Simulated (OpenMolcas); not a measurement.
# CHF3 (trifluoromethane): levels of theory compared

We compute a comparison of 6 runs (HF/def2-SVPD, B3LYP/6-31G*, B2PLYP/def2-SVPD, B3LYP/def2-SVPD, BHLYP/def2-SVPD, r2SCAN/def2-SVPD) of CHF3 (trifluoromethane). 

The calculation is run with OpenMolcas 26.06.

## 1. The structure to begin with

CHF3 has 5 atoms, charge 0, and is taken as a singlet. As SMILES, `FC(F)F`. The shape is that of a PBE0-D4/def2-TZVP optimisation.

Bond lengths: F1–C2 1.331 Å, C2–F3 1.331 Å, C2–F4 1.331 Å, C2–H5 1.093 Å. Angles: F1–C2–F3 108.5°, F1–C2–F4 108.5°, F3–C2–F4 108.5°, F1–C2–H5 110.4°, F3–C2–H5 110.4°, F4–C2–H5 110.4°.

## 2. Energy and forces at HF/def2-SVPD (run 1)

test.inp reads:

```
* CHF3 Hartree-Fock
&GATEWAY
BasLib = $CurrDir
Coord
5
angstrom
F       -0.668650      -0.329700       1.079190
C        0.019500       0.056360       0.006820
F        1.047350      -0.773770      -0.157470
F       -0.772570      -0.035090      -1.059420
H        0.374370       1.082210       0.130870
Basis = def2-SVPD
Group = NoSym
&SEWARD
&SCF
Thresholds = 1e-10 1e-07 1e-07 1e-05
PrOrbitals = 1 2
&ALASKA
```

The basis set def2-SVPD is read from a file made from the Basis Set Exchange's data (not shown).

On the command line:

```bash
$ export MOLCAS_MEM=1860
$ pymolcas test.inp > test.log
```

Standard output:

```text
--- Start Module: gateway ---
[...]
--- Stop Module: gateway /rc=_RC_ALL_IS_WELL_ ---
[...]
      Basis functions           97
[...]
--- Start Module: scf ---
[...]
       Convergence after  13 Iterations
[...]
::    Total SCF energy                               -336.5227817762
[...]
      Total spin, S                                     0.0000000000
[...]
      Total electronic charge=   34.000000
      Total            charge=   -0.000000
[...]
      Dipole Moment (debye):
      Origin of the operator (angstrom)=   -0.0982   -0.2838   -0.0343
                   X=  6.0259E-01               Y=  1.7418E+00               Z=  2.1071E-01           Total=  1.8551E+00
      Quadrupole Moment (debye*angstrom):
[...]
--- Stop Module: scf /rc=_RC_ALL_IS_WELL_ ---
[...]
--- Start Module: alaska ---
[...]
 *              Molecular gradients               *
 **************************************************
  Irreducible representation: a
 ------------------------------------------------------------------------------------------
                              X                       Y                       Z
 ------------------------------------------------------------------------------------------
  F1               -1.08102390765179E-02   -5.12726068952363E-03    1.76166439121452E-02
  C2                3.60345531549489E-03    1.04078138771149E-02    1.26619165394809E-03
  F3                1.71554178825311E-02   -1.23656696021452E-02   -2.53514517556441E-03
  F4               -1.25089887468555E-02   -3.22680903161343E-04   -1.72407499755494E-02
  H5                2.56035462535831E-03    7.40779731771113E-03    8.93059585031608E-04
 ------------------------------------------------------------------------------------------
--- Stop Module: alaska /rc=_RC_ALL_IS_WELL_ ---
[...]
```

It took 11 s on 1 thread of Arm Neoverse V1, shared host; peak memory 0.54 GiB.

## 3. Energy and gradient at B3LYP/6-31G(d) (spherical functions) (run 2)

job.inp reads:

```
&GATEWAY
 BasLib=$CurrDir
 Coord
 5
 angstrom
 F       -0.668650      -0.329700       1.079190
 C        0.019500       0.056360       0.006820
 F        1.047350      -0.773770      -0.157470
 F       -0.772570      -0.035090      -1.059420
 H        0.374370       1.082210       0.130870
 Basis=6-31Gs
 Group=NoSym

&SEWARD
 GridInput
 Grid=UltraFine
 End of Grid

&SCF
 KSDFT=B3LYP
 Thresholds=1e-10 1e-07 1e-07 1e-05
 PrOrbitals=1 2

&ALASKA
```

The basis set 6-31G* is read from a file made from the Basis Set Exchange's data (not shown).

On the command line:

```bash
$ export MOLCAS_MEM=1860
$ pymolcas job.inp > job.log
```

Standard output:

```text
--- Start Module: gateway ---
[...]
--- Stop Module: gateway /rc=_RC_ALL_IS_WELL_ ---
[...]
      Basis functions           58
[...]
--- Start Module: scf ---
[...]
       Convergence after  13 Iterations
[...]
::    Total KS-DFT energy                            -338.2220979479
[...]
      Total spin, S                                     0.0000000000
[...]
      Total electronic charge=   34.000000
      Total            charge=   -0.000000
[...]
      Dipole Moment (debye):
      Origin of the operator (angstrom)=   -0.0982   -0.2838   -0.0343
                   X=  4.5014E-01               Y=  1.3012E+00               Z=  1.5742E-01           Total=  1.3858E+00
      Quadrupole Moment (debye*angstrom):
[...]
--- Stop Module: scf /rc=_RC_ALL_IS_WELL_ ---
[...]
--- Start Module: alaska ---
[...]
 *              Molecular gradients               *
 **************************************************
  Irreducible representation: a
 ------------------------------------------------------------------------------------------
                              X                       Y                       Z
 ------------------------------------------------------------------------------------------
  F1                5.44578581803989E-03    2.37215455294582E-03   -9.03906332942839E-03
  C2               -2.59925907868253E-03   -7.51985240897302E-03   -9.04675578372260E-04
  F3               -8.85661764021961E-03    6.07218984739610E-03    1.26879386896395E-03
  F4                6.30433772995609E-03   -8.00328489889424E-05    8.77967911011979E-03
  H5               -2.94246829120937E-04   -8.44459142343545E-04   -1.04734071257884E-04
 ------------------------------------------------------------------------------------------
--- Stop Module: alaska /rc=_RC_ALL_IS_WELL_ ---
[...]
```

It took 13 s on 1 thread of Arm Neoverse V1, shared host; peak memory 0.39 GiB.

Runs 3 to 4 aren't shown in full; the table further down has their settings and results.

## 4. Energy and forces at BHLYP/def2-SVPD (run 5)

job.input reads:

```
* CHF3 Kohn-Sham DFT
>>> EXPORT MOLCAS_PRINT=2

&GATEWAY
  BASLIB
  $CurrDir
  COORD
  5
  angstrom
  F       -0.668650      -0.329700       1.079190
  C        0.019500       0.056360       0.006820
  F        1.047350      -0.773770      -0.157470
  F       -0.772570      -0.035090      -1.059420
  H        0.374370       1.082210       0.130870
  BASIS
  def2-SVPD
  GROUP
  NoSym

&SEWARD
  GRIDINPUT
  Grid=UltraFine
  End of Grid

&SCF
  KSDFT
  HYB_GGA_XC_BHANDHLYP
  THRESHOLDS
  1e-10 1e-07 1e-07 1e-05
  PRORBITALS
  1 2

&ALASKA
```

The basis set def2-SVPD is read from a file made from the Basis Set Exchange's data (not shown).

On the command line:

```bash
$ export MOLCAS_MEM=1860
$ pymolcas job.input > job.log
```

Standard output:

```text
--- Start Module: gateway ---
[...]
--- Stop Module: gateway /rc=_RC_ALL_IS_WELL_ ---
[...]
      Basis functions           97
[...]
--- Start Module: scf ---
[...]
       Convergence after  11 Iterations
[...]
::    Total KS-DFT energy                            -337.8680888119
[...]
      Total spin, S                                     0.0000000000
[...]
      Total electronic charge=   34.000000
      Total            charge=   -0.000000
[...]
      Dipole Moment (debye):
      Origin of the operator (angstrom)=   -0.0982   -0.2838   -0.0343
                   X=  5.6549E-01               Y=  1.6346E+00               Z=  1.9774E-01           Total=  1.7409E+00
      Quadrupole Moment (debye*angstrom):
[...]
--- Stop Module: scf /rc=_RC_ALL_IS_WELL_ ---
[...]
--- Start Module: alaska ---
[...]
 *              Molecular gradients               *
 **************************************************
  Irreducible representation: a
 ------------------------------------------------------------------------------------------
                              X                       Y                       Z
 ------------------------------------------------------------------------------------------
  F1               -4.86180799851077E-03   -2.32191949738203E-03    7.91465748090303E-03
  C2                1.79117449496413E-03    5.17224324468391E-03    6.30635145419611E-04
  F3                7.70444795537983E-03   -5.57465825097481E-03   -1.14007693513152E-03
  F4               -5.62961745815471E-03   -1.60403541100695E-04   -7.75149384658569E-03
  H5                9.95803006299312E-04    2.88473804478073E-03    3.46278155437973E-04
 ------------------------------------------------------------------------------------------
--- Stop Module: alaska /rc=_RC_ALL_IS_WELL_ ---
[...]
```

It took 26 s on 1 thread of Arm Neoverse V1, shared host; peak memory 0.54 GiB.

## 5. Energy and forces at r2SCAN/def2-SVPD (run 6)

mol.inp reads:

```
&GATEWAY
 BasLib=$CurrDir
 Coord
 5
 bohr
 F     -1.26356537    -0.62304270     2.03937354
 C      0.03684966     0.10650496     0.01288793
 F      1.97920466    -1.46221338    -0.29757517
 F     -1.45994571    -0.06631049    -2.00201365
 H      0.70745677     2.04508051     0.24730846
 Basis=def2-SVPD
 Group=NoSym

&SEWARD
 GridInput
 Grid=UltraFine
 End of Grid

&SCF
 KSDFT=2
 1.0 MGGA_X_R2SCAN
 1.0 MGGA_C_R2SCAN
 Thresholds=1e-10 1e-07 1e-07 1e-05
 PrOrbitals=1 1

&ALASKA
```

The basis set def2-SVPD is read from a file made from the Basis Set Exchange's data (not shown).

On the command line:

```bash
$ export MOLCAS_MEM=1860
$ pymolcas mol.inp > mol.log
```

Standard output:

```text
--- Start Module: gateway ---
[...]
--- Stop Module: gateway /rc=_RC_ALL_IS_WELL_ ---
[...]
      Basis functions           97
[...]
--- Start Module: scf ---
[...]
       Convergence after  12 Iterations
[...]
::    Total KS-DFT energy                            -337.8555018764
[...]
      Total spin, S                                     0.0000000000
[...]
      Total electronic charge=   34.000000
      Total            charge=   -0.000000
[...]
      Dipole Moment (debye):
      Origin of the operator (angstrom)=   -0.0982   -0.2838   -0.0343
                   X=  5.0636E-01               Y=  1.4637E+00               Z=  1.7708E-01           Total=  1.5589E+00
      Quadrupole Moment (debye*angstrom):
[...]
--- Stop Module: scf /rc=_RC_ALL_IS_WELL_ ---
[...]
--- Start Module: alaska ---
[...]
 *              Molecular gradients               *
 **************************************************
  Irreducible representation: a
 ------------------------------------------------------------------------------------------
                              X                       Y                       Z
 ------------------------------------------------------------------------------------------
  F1                4.39402626406249E-03    2.42200290344563E-03   -6.87421909585240E-03
  C2               -1.01506505487037E-03   -2.90941856596394E-03   -3.57159265903628E-04
  F3               -6.59852485248535E-03    5.26089372658767E-03    1.04636464840979E-03
  F4                5.05780468796857E-03    5.37331733267976E-04    6.82927303814296E-03
  H5               -1.83824104472929E-03   -5.31080979729559E-03   -6.44259324767527E-04
 ------------------------------------------------------------------------------------------
--- Stop Module: alaska /rc=_RC_ALL_IS_WELL_ ---
[...]
```

Run time: 37 s. Hardware: 1 thread of Arm Neoverse V1, shared host; peak memory 0.54 GiB.

## 6. All runs side by side

```csv
run,level,integration grid,task,energy (Eh),dipole moment (D),HOMO energy (eV),LUMO energy (eV),wall time
1,HF/def2-SVPD,–,gradient,-336.522782,1.86,-16.42,2.54,11 s
2,B3LYP/6-31G* (spherical functions),UltraFine,gradient,-338.222098,1.39,-10.55,3.24,13 s
3,B2PLYP/def2-SVPD,UltraFine,energy,-337.753785,1.74,-13.43,1.35,22 s
4,B3LYP/def2-SVPD,UltraFine,gradient,-338.004875,1.63,-11.29,0.45,28 s
5,BHLYP/def2-SVPD,UltraFine,gradient,-337.868089,1.74,-13.46,1.15,26 s
6,r2SCAN/def2-SVPD,UltraFine,gradient,-337.855502,1.56,-10.06,1.06,37 s
```

## 7. Outcome

| quantity | value |
| --- | --- |
| run 6: total energy | -337.85550 Eh |
| run 6: dipole moment | 1.56 D |
| run 6: HOMO energy | -10.06 eV |
| run 6: LUMO energy | 1.06 eV |
| run 6: HOMO–LUMO gap | 11.12 eV |
| run 6: largest force on an atom | 0.438 eV/Å |

In words: The dipole moment (its size) runs from 1.39 D (B3LYP/6-31G*) to 1.86 D (HF/def2-SVPD). The two ends differ in method and basis. The HOMO–LUMO gap runs from 11.12 eV (r2SCAN/def2-SVPD) to 18.96 eV (HF/def2-SVPD). Exact exchange widens orbital gaps. For B2PLYP the log adds the whole second-order term; the table takes 0.27 of it, as the functional is defined. Totals of different functionals can't be ranked against each other. All runs together took 2.3 min, the longest 37 s.
